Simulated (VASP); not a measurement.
# Ta (P-1) in VASP: single point with PBE+D3(BJ)

Aim: the single point of Ta with PBE+D3(BJ).

All numbers are computed with VASP 6.6.1; they aren't measurements. Logs are shortened: lines on timing, memory, paths and dates and some standing lists are left out, and cuts for length are marked.

## Step 1: The cell of the first run

The typed cell holds 1 atom: a = 2.833 Å, b = 2.836 Å, c = 2.861 Å, α = 110.24°, β = 109.21°, γ = 107.47°.

## Step 2: Single point, PBE+D3(BJ) (cell strained at random at fixed volume)

INCAR reads:

```
PREC     = Accurate       # precision mode
ENCUT    = 520            # plane-wave cutoff, eV
EDIFF    = 1E-6           # SCF threshold, eV
ISMEAR   = 1              # smearing method
SIGMA    = 0.05           # smearing width, eV
LREAL    = F              # projectors in reciprocal space
LASPH    = T              # aspherical terms in the spheres
NELM     = 60             # most SCF steps
ALGO     = Fast           # electronic algorithm
ISIF     = 2              # what is computed and relaxed
LWAVE    = F              # write WAVECAR
LCHARG   = F              # write CHGCAR
GGA      = PE             # functional
IVDW     = 12             # dispersion correction
NBANDS   = 12             # bands
```

KPOINTS reads:

```
regular mesh
0
Gamma
  11 11 11
```

POSCAR reads:

```
Ta
1.0
   -1.5943310000      1.6367230000      1.6755460000
    1.6179660000     -1.6156600000      1.6781180000
    1.6398160000      1.6611450000     -1.6544830000
Ta
1
Direct
    0.0000000000      0.0000000000      0.0000000000
```

Potentials or basis: VASP PAW PBE potentials, release 64 (Ta_pv).

The run is started by

```console
$ cat potpaw_PBE.64/Ta_pv/POTCAR > POTCAR
$ mpirun -np 1 vasp_std > vasp.out
```

OUTCAR:

```text
PREC = Accurate
   ENCUT = 520
   EDIFF = 1E-6
   ISMEAR = 1
   LREAL = F
   LASPH = T
   NELM = 60
   ISIF = 2
   GGA = PE
   IVDW = 12
 IVDW          = 12

 ion  position               nearest neighbor table
   1  0.000  0.000  0.000-

  LATTYP: Found a triclinic cell.
 ALAT       =     2.8334092388
 B/A-ratio  =     1.6133594848
 C/A-ratio  =     1.9738519842
 COS(alpha) =     0.0041958870
 COS(beta)  =     0.5404528897
 COS(gamma) =     0.8060604232

  Lattice vectors:

 A1 = (   1.5943310000,  -1.6367230000,  -1.6755460000)
 A2 = (   3.2122970000,  -3.2523830000,   0.0025720000)
 A3 = (  -1.6870860000,  -1.7032710000,  -5.0528450000)

Analysis of symmetry for initial positions (statically):
=====================================================================
 Subroutine PRICEL returns:
 Original cell was already a primitive cell.

 Routine SETGRP: Setting up the symmetry group for a
 triclinic supercell.

 Subroutine GETGRP returns: Found  2 space group operations
 (whereof  2 operations were pure point group operations)
 out of a pool of  2 trial point group operations.

The static configuration has the point symmetry S_2 .

Analysis of symmetry for dynamics (positions and initial velocities):
=====================================================================
 Subroutine PRICEL returns:
 Original cell was already a primitive cell.

 Routine SETGRP: Setting up the symmetry group for a
 triclinic supercell.

 Subroutine GETGRP returns: Found  2 space group operations
 (whereof  2 operations were pure point group operations)
 out of a pool of  2 trial point group operations.

The dynamic configuration has the point symmetry S_2 .

 Subroutine INISYM returns: Found  2 space group operations
 (whereof  2 operations are pure point group operations),
 and found     1 'primitive' translations

----------------------------------------------------------------------------------------

                                     Primitive cell

  volume of cell :      18.0103

  direct lattice vectors                    reciprocal lattice vectors
    -1.594331000  1.636723000  1.675546000    -0.006358307  0.301421265  0.296333038
     1.617966000 -1.615660000  1.678118000     0.304894449 -0.006096140  0.296070871
     1.639816000  1.661145000 -1.654483000     0.302810744  0.299075393 -0.004012434

  length of vectors
     2.833409239  2.836238924  2.861068546     0.422739254  0.425036174  0.425624878

  position of ions in fractional coordinates (direct lattice)
     0.000000000  0.000000000  0.000000000

  ion indices of the primitive-cell ions
   primitive index   ion index
                 1           1

----------------------------------------------------------------------------------------

 KPOINTS: regular mesh

Automatic generation of k-mesh.
 Grid dimensions read from file:
 generate k-points for:   11   11   11

 Generating k-lattice:

  Cartesian coordinates                     Fractional coordinates (reciprocal lattice)
    -0.000578028  0.027401933  0.026939367     0.090909091  0.000000000 -0.000000000
     0.027717677 -0.000554195  0.026915534     0.000000000  0.090909091  0.000000000
     0.027528249  0.027188672 -0.000364767     0.000000000 -0.000000000  0.090909091

  Length of vectors
     0.038430841  0.038639652  0.038693171

  Shift w.r.t. Gamma in fractional coordinates (k-lattice)
     0.000000000  0.000000000  0.000000000

 Subroutine IBZKPT returns following result:
 ===========================================

 Found    666 irreducible k-points:

 Following reciprocal coordinates:
            Coordinates               Weight
  0.000000  0.000000  0.000000      1.000000
  0.090909 -0.000000 -0.000000      2.000000
  0.181818 -0.000000 -0.000000      2.000000
  0.272727 -0.000000  0.000000      2.000000
  0.363636 -0.000000 -0.000000      2.000000
  0.454545 -0.000000  0.000000      2.000000
[... 16 lines left out ...]
  0.454545  0.181818  0.000000      2.000000
 -0.454545  0.181818  0.000000      2.000000
 [... further k-points ...]
   k-points           NKPTS =    666   k-points in BZ     NKDIM =    666   number of bands    NBANDS=     12
   number of dos      NEDOS =    301   number of ions     NIONS =      1
   total plane-waves  NPLWV =  13824
   dimension x,y,z NGX =    24 NGY =   24 NGZ =   24
   dimension x,y,z NGXF=    48 NGYF=   48 NGZF=   48
   ions per type =               1
   NGX,Y,Z   is equivalent  to a cutoff of  14.08, 14.07, 13.95 a.u.
   NGXF,Y,Z  is equivalent  to a cutoff of  28.16, 28.14, 27.89 a.u.
 SYSTEM =  unknown system
   PREC   = accura    normal or accurate (medium, high low for compatibility)
   ISTART =      0    job   : 0-new  1-cont  2-samecut
   ICHARG =      2    charge: 1-file 2-atom 10-const
   ISPIN  =      1    spin polarized calculation?
   LNONCOLLINEAR =      F non collinear calculations
   LSORBIT =      F    spin-orbit coupling
   LASPH  =      T    aspherical Exc in radial PAW
   ENCUT  =  520.0 eV  38.22 Ry    6.18 a.u.   5.27  5.27  5.32*2*pi/ulx,y,z
   NELM   =     60;   NELMIN=  2; NELMDL= -5     # of ELM steps
   EDIFF  = 0.1E-05   stopping-criterion for ELM
   LREAL  =      F    real-space projection
   EDIFFG = 0.1E-04   stopping-criterion for IOM
   NSW    =      0    number of steps for IOM
   IBRION =     -1    ionic relax: 0-MD 1-quasi-New 2-CG
   NFREE  =      0    steps in history (QN), initial steepest desc. (CG)
   ISIF   =      2    stress and relaxation
   ISYM   =      2    0-nonsym 1-usesym 2-fastsym
   POTIM  = 0.5000    time-step for ionic-motion
   TEBEG  =    0.0;   TEEND  =   0.0 temperature during run
   PSTRESS=    0.0 pullay stress
   NELECT =      11.0000    total number of electrons
   NUPDOWN=      -1.0000    fix difference up-down
   EMIN   =  10.00;   EMAX   =-10.00  energy-range for DOS
   EFERMI =   0.00;   METHOD = LEGACY
   ISMEAR =     1;   SIGMA  =   0.05  broadening in eV -4-tet -1-fermi 0-gaus
   EFERMI_NEDOS =   21; number of points for ismear=-14 and -15
   IALGO  =     68    algorithm
   IMIX   =      4    mixing-type and parameters
     AMIX     =   0.40;   BMIX     =  1.00
     AMIX_MAG =   1.60;   BMIX_MAG =  1.00
  volume/ion in A,a.u.               =      18.01       121.54
  Fermi-wavevector in a.u.,A,eV,Ry     =   1.388988  2.624806 26.249535  1.929286
  Thomas-Fermi vector in A             =   2.513061
   LORBIT       =      0    0 simple, 1 ext, 2 COOP (PROOUT), +10 PAW based schemes
   GGA     = PE    functional components
   LHFCALC =     F    Hartree Fock is set to
   AEXX    =    0.0000 exact exchange contribution
   IVDW    =    12    specifies the selected vdW correction
   LEPSILON=     F    determine dielectric tensor
   LRPA    =     F    only Hartree local field effects (RPA)
 non-spin polarized calculation
 RMM-DIIS sequential band-by-band and
 Methfessel and Paxton  Order N= 1 SIGMA  =   0.05
  energy-cutoff  :      520.00
  volume of cell :       18.01
 maximum number of plane-waves:       496
 NGX is ok and might be reduce to    24
   NGX = 11   NGY = 11   NGZ = 11

 number of electron      11.0000000 magnetization

 Free energy of the ion-electron system (eV)
  ---------------------------------------------------
  ext. energy  EPLUGINS =         0.00000000
  ---------------------------------------------------
  free energy    TOTEN  =       -11.80453890 eV

  energy without entropy =      -11.80436591  energy(sigma->0) =      -11.80448124

 E-fermi :   5.4651     XC(G=0): -12.6167

 val. band max:        5.4608198231   @ k =   0.1818  -0.0000  -0.0000
 cond. band min:       5.4690535819   @ k =  -0.1818   0.0000   0.1818
 fundamental gap:      0.0082337588
 Fermi energy:         5.4651452304

 k-point     1 :       0.0000    0.0000    0.0000
  band No.  band energies     occupation
      1     -27.6293      2.00000
      2     -27.5673      2.00000
      3     -27.5367      2.00000
      4      -2.4287      2.00000
      5       5.8885     -0.00000
      6       6.2251     -0.00000
      7       6.5448      0.00000
      8       9.2876      0.00000
      9       9.7455      0.00000
     10      20.1935      0.00000
     11      20.3575      0.00000
     12      20.9835      0.00000

 k-point     2 :       0.0909   -0.0000   -0.0000
  band No.  band energies     occupation
      1     -27.7050      2.00000
      2     -27.5988      2.00000
      3     -27.5572      2.00000
      4      -2.0734      2.00000
      5       5.8528     -0.00000
      6       6.0329     -0.00000
      7       6.8297      0.00000
      8       9.0056      0.00000
      9       9.7101      0.00000
     10      20.6436      0.00000
     11      21.1228      0.00000
     12      21.5512      0.00000

 k-point     3 :       0.1818   -0.0000   -0.0000
  band No.  band energies     occupation
      1     -27.9528      2.00000
      2     -27.6818      2.00000
      3     -27.5607      2.00000
      4      -1.1116      2.00000
      5       5.4608      1.14581
      6       5.6082     -0.00040
      7       7.7966      0.00000
      8       8.7094      0.00000
      9       9.7134      0.00000
     10      20.1905      0.00000
     11      21.0909      0.00000
     12      22.5425      0.00000
[... 286 lines left out ...]
 k-point    23 :       0.4545    0.1818    0.0000
  band No.  band energies     occupation
      1     -28.6373      2.00000
      2     -28.0484      2.00000
      3     -27.6834      2.00000
      4       2.1089      2.00000
      5       4.2020      2.00000
      6       5.4437      1.65698
      7       9.0803      0.00000
      8      10.5284      0.00000
      9      14.3110      0.00000
     10      16.0681      0.00000
     11      19.4417      0.00000
     12      21.8586      0.00000

 k-point    24 :      -0.4545    0.1818    0.0000
  band No.  band energies     occupation
      1     -28.5647      2.00000
      2     -27.9605      2.00000
      3     -27.6779      2.00000
      4       1.9019      2.00000
      5       4.2306      2.00000
      6       4.9282      2.00000
      7       8.8622      0.00000
      8      10.3443      0.00000
      9      12.6771      0.00000
     10      17.9399      0.00000
     11      20.1977      0.00000
     12      20.5172      0.00000

 [... further k-points ...]

------------------------ aborting loop because EDIFF is reached ----------------------------------------

 Edisp (eV)   -0.66245

 E8    (eV) :    -0.3468

  FORCE on cell =-STRESS in cart. coord.  units (eV):
  Direction    XX          YY          ZZ          XY          YZ          ZX
  --------------------------------------------------------------------------------------
  -------------------------------------------------------------------------------------
  Total      -0.24739    -0.31814    -0.52899    -0.29588    -0.10428    -0.17610
  in kB     -22.00750   -28.30112   -47.05849   -26.32087    -9.27701   -15.66589
  external pressure =      -32.46 kB  Pullay stress =        0.00 kB

 VOLUME and BASIS-vectors are now :
 -----------------------------------------------------------------------------
  energy-cutoff  :      520.00
  volume of cell :       18.01
      direct lattice vectors                 reciprocal lattice vectors
    -1.594331000  1.636723000  1.675546000    -0.006358307  0.301421265  0.296333038
     1.617966000 -1.615660000  1.678118000     0.304894449 -0.006096140  0.296070871
     1.639816000  1.661145000 -1.654483000     0.302810744  0.299075393 -0.004012434

 POSITION                                       TOTAL-FORCE (eV/Angst)
 -----------------------------------------------------------------------------------
      0.00000      0.00000      0.00000         0.000000      0.000000      0.000000
 -----------------------------------------------------------------------------------
    total drift:                                0.000000      0.000000      0.000000

  FREE ENERGIE OF THE ION-ELECTRON SYSTEM (eV)
  ---------------------------------------------------
  free  energy   TOTEN  =       -12.4669900481 eV

  energy  without entropy=      -12.4668170645  energy(sigma->0) =      -12.46693239
```

Wall time 64 s (1 thread of Intel Xeon Platinum 8488C (Sapphire Rapids), shared host); peak memory 0.26 GiB.

Results:

* Free energy: -12.4670 eV
* Pressure: -3.2 GPa
* Band gap on the k mesh: none (metal or under the smearing width)
* Dispersion energy per atom: -0.662 eV

Stress tensor (GPa, compression positive):
```
-2.20 -2.63 -1.57
-2.63 -2.83 -0.93
-1.57 -0.93 -4.71
```

Caveat: pairwise dispersion overbinds metals, which lowers pressure and volume. Spin-orbit coupling is left out, which matters for the levels of Ta.
